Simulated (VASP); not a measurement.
# Tm (Im-3m) in VASP: equation of state

How stiff is Tm in PBE, and what volume does it want? The cell is scaled to several volumes.

Program: VASP 6.6.1. These are calculated values, not measurements. Logs are shortened: lines on timing, memory, paths and dates and some standing lists are left out, and cuts for length are marked.

### 1 The structure

The structure is cubic, space group Im-3m (No. 229). The conventional cell has a = 3.941 Å, b = 3.941 Å, c = 3.941 Å, α = 90.00°, β = 90.00°, γ = 90.00°. Tm (site symmetry m-3m) is surrounded by 8 Tm at 3.41 Å.

This isn't the form of Tm at room conditions, which is hcp.

### 2 Equation of state, PBE, collinear spin, ferromagnetic start, 28.77 Å³/atom (volume scaled by 0.94)

The input, INCAR:

```
SYSTEM = Tm
ALGO     = Normal         ! electronic algorithm
EDIFF    = 1E-7           ! SCF threshold, eV
ENCUT    = 520            ! plane-wave cutoff, eV
GGA      = PE             ! functional
ISIF     = 2              ! what is computed and relaxed
ISMEAR   = -1             ! smearing method
ISPIN    = 2              ! spin polarisation
LASPH    = .TRUE.         ! aspherical terms in the spheres
LCHARG   = .FALSE.        ! write CHGCAR
LMAXMIX  = 6              ! l up to which the mixer works
LORBIT   = 11             ! projections on sites
LREAL    = .FALSE.        ! projectors in reciprocal space
LWAVE    = .FALSE.        ! write WAVECAR
MAGMOM   = 2              ! initial moments
NBANDS   = 22             ! bands
NELM     = 150            ! most SCF steps
PREC     = Accurate       ! precision mode
SIGMA    = 0.05           ! smearing width, eV
```

The input, KPOINTS:

```
k-points
0
G
  10 10 10
  0 0 0
```

The input, POSCAR:

```
Tm
1.0
   -1.9303233549      1.9303233549      1.9303233549
    1.9303233549     -1.9303233549      1.9303233549
    1.9303233549      1.9303233549     -1.9303233549
Tm
1
Direct
    0.0000000000      0.0000000000      0.0000000000
```

Potentials or basis: VASP PAW PBE potentials, release 64 (Tm).

The run is started by

```bash
cat potpaw_PBE.64/Tm/POTCAR > POTCAR
mpirun -np 1 vasp_std > vasp.out
```

OUTCAR:

```text
SYSTEM = Tm
   EDIFF = 1E-7
   ENCUT = 520
   GGA = PE
   ISIF = 2
   ISMEAR = -1
   ISPIN = 2
   LASPH = .TRUE.
   LORBIT = 11
   LREAL = .FALSE.
   NELM = 150
   PREC = Accurate

 Found     47 irreducible k-points:

 Following reciprocal coordinates:
            Coordinates               Weight
  0.000000  0.000000  0.000000      1.000000
  0.100000  0.000000  0.000000     12.000000
  0.200000  0.000000  0.000000     12.000000
  0.300000  0.000000  0.000000     12.000000
  0.400000  0.000000  0.000000     12.000000
  0.500000  0.000000  0.000000      6.000000
   k-points           NKPTS =     47   k-points in BZ     NKDIM =     47   number of bands    NBANDS=     22
   number of dos      NEDOS =    301   number of ions     NIONS =      1
   total plane-waves  NPLWV =  21952
   dimension x,y,z NGX =    28 NGY =   28 NGZ =   28
   dimension x,y,z NGXF=    56 NGYF=   56 NGZF=   56
   ions per type =               1
   NGX,Y,Z   is equivalent  to a cutoff of  13.92, 13.92, 13.92 a.u.
   NGXF,Y,Z  is equivalent  to a cutoff of  27.85, 27.85, 27.85 a.u.
 SYSTEM =  Tm
   PREC   = accura    normal or accurate (medium, high low for compatibility)
   ISTART =      0    job   : 0-new  1-cont  2-samecut
   ICHARG =      2    charge: 1-file 2-atom 10-const
   ISPIN  =      2    spin polarized calculation?
   LNONCOLLINEAR =      F non collinear calculations
   LSORBIT =      F    spin-orbit coupling
   LASPH  =      T    aspherical Exc in radial PAW
   ENCUT  =  520.0 eV  38.22 Ry    6.18 a.u.   6.22  6.22  6.22*2*pi/ulx,y,z
   NELM   =    150;   NELMIN=  2; NELMDL= -5     # of ELM steps
   EDIFF  = 0.1E-06   stopping-criterion for ELM
   LREAL  =      F    real-space projection
   EDIFFG = 0.1E-05   stopping-criterion for IOM
   NSW    =      0    number of steps for IOM
   IBRION =     -1    ionic relax: 0-MD 1-quasi-New 2-CG
   NFREE  =      0    steps in history (QN), initial steepest desc. (CG)
   ISIF   =      2    stress and relaxation
   ISYM   =      2    0-nonsym 1-usesym 2-fastsym
   POTIM  = 0.5000    time-step for ionic-motion
   TEBEG  =    0.0;   TEEND  =   0.0 temperature during run
   PSTRESS=    0.0 pullay stress
   NELECT =      23.0000    total number of electrons
   NUPDOWN=      -1.0000    fix difference up-down
   EMIN   =  10.00;   EMAX   =-10.00  energy-range for DOS
   EFERMI =   0.00;   METHOD = LEGACY
   ISMEAR =    -1;   SIGMA  =   0.05  broadening in eV -4-tet -1-fermi 0-gaus
   EFERMI_NEDOS =   21; number of points for ismear=-14 and -15
   IALGO  =     38    algorithm
   IMIX   =      4    mixing-type and parameters
     AMIX     =   0.40;   BMIX     =  1.00
     AMIX_MAG =   1.60;   BMIX_MAG =  1.00
  volume/ion in A,a.u.               =      28.77       194.15
  Fermi-wavevector in a.u.,A,eV,Ry     =   1.519383  2.871218 31.409402  2.308526
  Thomas-Fermi vector in A             =   2.628377
   LORBIT       =     11    0 simple, 1 ext, 2 COOP (PROOUT), +10 PAW based schemes
   GGA     = PE    functional components
   LHFCALC =     F    Hartree Fock is set to
   AEXX    =    0.0000 exact exchange contribution
   IVDW    =     0    specifies the selected vdW correction
   LEPSILON=     F    determine dielectric tensor
   LRPA    =     F    only Hartree local field effects (RPA)
 spin polarized calculation
  energy-cutoff  :      520.00
  volume of cell :       28.77
 maximum number of plane-waves:       798
 NGX is ok and might be reduce to    28
   NGX = 13   NGY = 13   NGZ = 13

 number of electron      23.0000008 magnetization       1.1574638

 Free energy of the ion-electron system (eV)
  ---------------------------------------------------
  ext. energy  EPLUGINS =         0.00000000
  ---------------------------------------------------
  free energy    TOTEN  =        -4.00278580 eV

  energy without entropy =       -3.93137852  energy(sigma->0) =       -3.96708216

 E-fermi :   2.4834     XC(G=0): -10.4961

 val. band max:        2.4827729861   @ k =   0.4000   0.0000   0.0000
 cond. band min:       2.4835884541   @ k =  -0.3000   0.4000   0.1000
 fundamental gap:      0.0008154680
 Fermi energy:         2.4833740524

 spin component 1

 k-point     1 :       0.0000    0.0000    0.0000
  band No.  band energies     occupation
      1     -47.9366      1.00000
      2     -20.7994      1.00000
      3     -20.7994      1.00000
      4     -20.7994      1.00000
      5      -2.9166      1.00000
      6       0.8593      1.00000
[... 14 lines left out ...]
     21      22.6942      0.00000
     22      22.6942      0.00000

 k-point     2 :       0.1000    0.0000    0.0000
  band No.  band energies     occupation
      1     -47.9311      1.00000
      2     -20.8756      1.00000
      3     -20.8226      1.00000
      4     -20.7999      1.00000
      5      -2.6030      1.00000
      6       0.8630      1.00000
[... 14 lines left out ...]
     21      20.3302      0.00000
     22      20.9815      0.00000

 k-point     3 :       0.2000    0.0000    0.0000
  band No.  band energies     occupation
      1     -47.9167      1.00000
      2     -21.0693      1.00000
      3     -20.8826      1.00000
      4     -20.8012      1.00000
      5      -1.7443      1.00000
      6       0.8753      1.00000
[... 14 lines left out ...]
     21      18.7035      0.00000
     22      19.3885      0.00000

 k-point     4 :       0.3000    0.0000    0.0000
  band No.  band energies     occupation
      1     -47.8989      1.00000
      2     -21.2980      1.00000
      3     -20.9557      1.00000
      4     -20.8029      1.00000
      5      -0.6104      1.00000
      6       0.8902      1.00000
[... 14 lines left out ...]
     21      19.3820      0.00000
     22      19.6447      0.00000

 k-point     5 :       0.4000    0.0000    0.0000
  band No.  band energies     occupation
      1     -47.8844      1.00000
      2     -21.4752      1.00000
      3     -21.0139      1.00000
      4     -20.8043      1.00000
      5       0.2789      1.00000
      6       0.9025      1.00000
[... 14 lines left out ...]
     21      20.6369      0.00000
     22      21.4009      0.00000

 k-point     6 :       0.5000    0.0000    0.0000
  band No.  band energies     occupation
      1     -47.8788      1.00000
      2     -21.5412      1.00000
      3     -21.0360      1.00000
      4     -20.8049      1.00000
      5       0.5539      1.00000
      6       0.9073      1.00000
[... 14 lines left out ...]
     21      19.8833      0.00000
     22      22.9464      0.00000

 [... further k-points ...]

 spin component 2

 k-point     1 :       0.0000    0.0000    0.0000
  band No.  band energies     occupation
      1     -47.3962      1.00000
      2     -20.4284      1.00000
      3     -20.4284      1.00000
      4     -20.4284      1.00000
      5      -3.0252      1.00000
      6       2.0123      0.99992
[... 14 lines left out ...]
     21      22.6114      0.00000
     22      22.6114      0.00000

 k-point     2 :       0.1000    0.0000    0.0000
  band No.  band energies     occupation
      1     -47.3905      1.00000
      2     -20.5087      1.00000
      3     -20.4525      1.00000
      4     -20.4290      1.00000
      5      -2.7081      1.00000
      6       1.9895      0.99995
[... 14 lines left out ...]
     21      20.2561      0.00000
     22      20.9419      0.00000

 k-point     3 :       0.2000    0.0000    0.0000
  band No.  band energies     occupation
      1     -47.3753      1.00000
      2     -20.7123      1.00000
      3     -20.5150      1.00000
      4     -20.4306      1.00000
      5      -1.8412      1.00000
      6       1.9390      0.99998
[... 14 lines left out ...]
     21      18.5900      0.00000
     22      19.3461      0.00000

 k-point     4 :       0.3000    0.0000    0.0000
  band No.  band energies     occupation
      1     -47.3565      1.00000
      2     -20.9520      1.00000
      3     -20.5911      1.00000
      4     -20.4326      1.00000
      5      -0.6985      1.00000
      6       1.8920      0.99999
[... 14 lines left out ...]
     21      19.4423      0.00000
     22      19.5198      0.00000

 k-point     5 :       0.4000    0.0000    0.0000
  band No.  band energies     occupation
      1     -47.3413      1.00000
      2     -21.1374      1.00000
      3     -20.6516      1.00000
      4     -20.4343      1.00000
      5       0.1999      1.00000
      6       1.8630      1.00000
[... 14 lines left out ...]
     21      20.5744      0.00000
     22      21.3453      0.00000

 k-point     6 :       0.5000    0.0000    0.0000
  band No.  band energies     occupation
      1     -47.3354      1.00000
      2     -21.2063      1.00000
      3     -20.6746      1.00000
      4     -20.4350      1.00000
      5       0.4750      1.00000
      6       1.8535      1.00000
[... 14 lines left out ...]
     21      19.7882      0.00000
     22      22.9010      0.00000

 [... further k-points ...]

------------------------ aborting loop because EDIFF is reached ----------------------------------------

 total charge

# of ion       s       p       d       f       tot
--------------------------------------------------
    1        2.226   5.949   0.438  12.488  21.102

 magnetization (x)

# of ion       s       p       d       f       tot
--------------------------------------------------
    1        0.004  -0.032  -0.031   1.292   1.232

  FORCE on cell =-STRESS in cart. coord.  units (eV):
  Direction    XX          YY          ZZ          XY          YZ          ZX
  --------------------------------------------------------------------------------------
  -------------------------------------------------------------------------------------
  Total        0.9113531      0.9113531      0.9113531      0.0000000     -0.0000000      0.0000000
  in kB       50.7512887     50.7512887     50.7512887      0.0000000     -0.0000000      0.0000000
  external PRESSURE =      50.7512887 kB  Pullay stress =       0.0000000 kB

 VOLUME and BASIS-vectors are now :
 -----------------------------------------------------------------------------
  energy-cutoff  :      520.00
  volume of cell :       28.77
      direct lattice vectors                 reciprocal lattice vectors
    -1.930323355  1.930323355  1.930323355     0.000000000  0.259023960  0.259023960
     1.930323355 -1.930323355  1.930323355     0.259023960  0.000000000  0.259023960
     1.930323355  1.930323355 -1.930323355     0.259023960  0.259023960  0.000000000

  length of vectors
     3.343418126  3.343418126  3.343418126     0.366315198  0.366315198  0.366315198

 FORCES acting on ions
    electron-ion (+dipol)            ewald-force                    non-local-force                 convergence-correction
 -----------------------------------------------------------------------------------------------
   -.871E-14 -.148E-12 -.532E-13   0.479E-14 -.363E-14 -.101E-13   -.132E-22 0.132E-22 -.132E-22   -.973E-13 -.496E-12 -.106E-12
 -----------------------------------------------------------------------------------------------
   -.871E-14 -.148E-12 -.532E-13   0.479E-14 -.363E-14 -.101E-13   -.132E-22 0.132E-22 -.132E-22   -.973E-13 -.496E-12 -.106E-12

 POSITION                                       TOTAL-FORCE (eV/Angst)
 -----------------------------------------------------------------------------------
      0.00000      0.00000      0.00000         0.000000     -0.000000      0.000000
 -----------------------------------------------------------------------------------
    total drift:                               -0.000000     -0.000000     -0.000000

--------------------------------------------------------------------------------------------------------

  FREE ENERGIE OF THE ION-ELECTRON SYSTEM (eV)
  ---------------------------------------------------
  free  energy   TOTEN  =        -4.0027858000 eV

  energy  without entropy=       -3.9313785229  energy(sigma->0) =       -3.96708216

--------------------------------------------------------------------------------------------------------

--------------------------------------------------------------------------------------------------------

 total charge

# of ion       s       p       d       f       tot
--------------------------------------------------
    1        2.226   5.949   0.438  12.488  21.102

 magnetization (x)

# of ion       s       p       d       f       tot
--------------------------------------------------
    1        0.004  -0.032  -0.031   1.292   1.232

=======================================================================
```

Run time: 2.2 min. Hardware: 1 thread of Intel Xeon Platinum 8488C (Sapphire Rapids), shared host; peak memory 0.21 GiB.

What came out:

| Property | Result |
| --- | --- |
| Free energy | -4.0028 eV |
| Pressure | 5.1 GPa |
| Band gap on the k mesh | none (metal or under the smearing width) |
| Net moment | 1.16 μB per cell |
| Site moments | Tm +1.23 μB |
| Valence electrons inside the program's atomic spheres | Tm 21.10 |

Caveat: the magnetic or orbital state may not be the lowest; spin-orbit coupling is left out, which moves the levels of the heavy elements.

### 3 Equation of state, PBE, collinear spin, ferromagnetic start, 29.38 Å³/atom (volume scaled by 0.96)

The input, INCAR:

```
SYSTEM = Tm
  PREC = Accurate
  ENCUT = 520
  EDIFF = 1E-7
  ISMEAR = -1
  SIGMA = 0.05
  LREAL = .False.
  LASPH = .True.
  NELM = 150
  ALGO = Normal
  ISIF = 2
  LWAVE = .False.
  LCHARG = .False.
  ISPIN = 2
  MAGMOM = 2
  LORBIT = 11
  LMAXMIX = 6
  GGA = PE
  NBANDS = 22
```

The input, KPOINTS:

```
Automatic mesh
0
Gamma
  10 10 10
  0 0 0
```

The input, POSCAR:

```
Tm
1.0
   -1.9439176292      1.9439176292      1.9439176292
    1.9439176292     -1.9439176292      1.9439176292
    1.9439176292      1.9439176292     -1.9439176292
Tm
1
Direct
    0.0000000000      0.0000000000      0.0000000000
```

Potentials or basis: VASP PAW PBE potentials, release 64 (Tm).

The run is started by

```bash
cat potpaw_PBE.64/Tm/POTCAR > POTCAR
mpirun -np 1 vasp_std > vasp.out
```

OUTCAR:

```text
SYSTEM = Tm
   PREC = Accurate
   ENCUT = 520
   EDIFF = 1E-7
   ISMEAR = -1
   LREAL = .False.
   LASPH = .True.
   NELM = 150
   ISIF = 2
   ISPIN = 2
   LORBIT = 11
   GGA = PE

 Found     47 irreducible k-points:

 Following reciprocal coordinates:
            Coordinates               Weight
  0.000000  0.000000  0.000000      1.000000
  0.100000  0.000000  0.000000     12.000000
  0.200000  0.000000  0.000000     12.000000
  0.300000  0.000000  0.000000     12.000000
  0.400000  0.000000  0.000000     12.000000
  0.500000  0.000000  0.000000      6.000000
   k-points           NKPTS =     47   k-points in BZ     NKDIM =     47   number of bands    NBANDS=     22
   number of dos      NEDOS =    301   number of ions     NIONS =      1
   total plane-waves  NPLWV =  21952
   dimension x,y,z NGX =    28 NGY =   28 NGZ =   28
[... 402 lines left out ...]
  energy-cutoff  :      520.00
  volume of cell :       29.38
      direct lattice vectors                 reciprocal lattice vectors
    -1.943917629  1.943917629  1.943917629     0.000000000  0.257212545  0.257212545
     1.943917629 -1.943917629  1.943917629     0.257212545  0.000000000  0.257212545
     1.943917629  1.943917629 -1.943917629     0.257212545  0.257212545  0.000000000

  length of vectors
     3.366964100  3.366964100  3.366964100     0.363753469  0.363753469  0.363753469

 FORCES acting on ions
    electron-ion (+dipol)            ewald-force                    non-local-force                 convergence-correction
 -----------------------------------------------------------------------------------------------
   -.146E-13 -.140E-12 -.456E-13   0.462E-14 0.474E-14 0.655E-14   -.132E-22 0.132E-22 -.397E-22   -.100E-12 -.417E-12 -.517E-13
 -----------------------------------------------------------------------------------------------
   -.146E-13 -.140E-12 -.456E-13   0.462E-14 0.474E-14 0.655E-14   -.132E-22 0.132E-22 -.397E-22   -.100E-12 -.417E-12 -.517E-13

 POSITION                                       TOTAL-FORCE (eV/Angst)
 -----------------------------------------------------------------------------------
      0.00000      0.00000      0.00000         0.000000     -0.000000     -0.000000
 -----------------------------------------------------------------------------------
    total drift:                               -0.000000     -0.000000     -0.000000

--------------------------------------------------------------------------------------------------------

  FREE ENERGIE OF THE ION-ELECTRON SYSTEM (eV)
  ---------------------------------------------------
  free  energy   TOTEN  =        -4.0206586457 eV

  energy  without entropy=       -3.9482735805  energy(sigma->0) =       -3.98446611

--------------------------------------------------------------------------------------------------------

--------------------------------------------------------------------------------------------------------

 total charge

# of ion       s       p       d       f       tot
--------------------------------------------------
    1        2.223   5.948   0.424  12.493  21.088

 magnetization (x)

# of ion       s       p       d       f       tot
--------------------------------------------------
    1        0.004  -0.032  -0.031   1.290   1.230

=======================================================================
```

OSZICAR:

```text
N       E                     dE             d eps       ncg     rms          rms(c)
DAV:   1     0.122933277079E+03    0.12293E+03   -0.75280E+03  5794   0.662E+03
[... 13 lines left out ...]
DAV:  15    -0.402075569636E+01    0.20245E-03   -0.25767E-04  7600   0.345E-01    0.380E-01
DAV:  16    -0.402071465312E+01    0.41043E-04   -0.11395E-04  7484   0.229E-01    0.250E-01
DAV:  17    -0.402066658803E+01    0.48065E-04   -0.22725E-04  6710   0.268E-01    0.841E-02
DAV:  18    -0.402065758128E+01    0.90067E-05   -0.61891E-05  7442   0.141E-01    0.230E-02
DAV:  19    -0.402065944829E+01   -0.18670E-05   -0.43941E-06  7754   0.468E-02    0.406E-02
DAV:  20    -0.402065865904E+01    0.78925E-06   -0.48340E-06  6834   0.390E-02    0.102E-02
DAV:  21    -0.402065864572E+01    0.13320E-07   -0.43311E-07  3338   0.134E-02
   1 F= -.40206586E+01 E0= -.39844661E+01  d E =-.723851E-01  mag=     1.1532
```

stdout:

```text
POSCAR found type information on POSCAR Tm
 POSCAR found :  1 types and       1 ions
 scaLAPACK will be used
 LDA part: xc-table for (Slater+PW92), standard interpolation
 POSCAR, INCAR and KPOINTS ok, starting setup
 FFT: planning ... GRIDC
 FFT: planning ... GRID_SOFT
 FFT: planning ... GRID
 WAVECAR not read
 entering main loop
```

It took 93 s on 1 thread of Intel Xeon Platinum 8488C (Sapphire Rapids), shared host; peak memory 0.21 GiB.

Results:

* Free energy: -4.0207 eV
* Pressure: 4.1 GPa
* Band gap on the k mesh: none (metal or under the smearing width)
* Net moment: 1.15 μB per cell
* Site moments: Tm +1.23 μB
* Valence electrons inside the program's atomic spheres: Tm 21.09

Caveat: the magnetic or orbital state may not be the lowest; spin-orbit coupling is left out, which moves the levels of the heavy elements.

[end of part 1 of 2]
